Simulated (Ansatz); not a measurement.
Structures of Sn3Se: which is lowest?

Plane-wave DFT in Ansatz with scalar-relativistic PAW potentials, cutoff 420 eV, Γ-centred meshes chosen by cell and gap, Gaussian smearing with energies taken to zero width. Every cell was relaxed (cell and atoms) in a run of its own, within the symmetry of its start. Functional: PBEsol.

Relaxed structures (starts from databases or built by putting these elements on another compound's sites):
A. Fm-3m, 4 atoms in the computed cell, a = 7.316 Å; sites (symmetry × multiplicity) Sn -43m × 8 + m-3m × 4, Se m-3m × 4; start: database
B. Pm-3m, 4 atoms in the computed cell, a = 4.660 Å; sites (symmetry × multiplicity) Sn 4/mm.m × 3, Se m-3m × 1; start: database

Problem. Rank them by energy. Could pressure change the order?

Solution.
```tsv
structure	group	E − E(lowest) (meV/atom)	V (Å³/atom)	gap on mesh (eV)
A	Fm-3m	0.0	24.48	0.00
B	Pm-3m	32	25.29	0.00
```

A is lowest, 32 meV/atom under B. The lowest is also the densest of these, so pressure wouldn't bring one of the others in at first order. Other structures may lie lower than all of these, and vibrations aren't counted.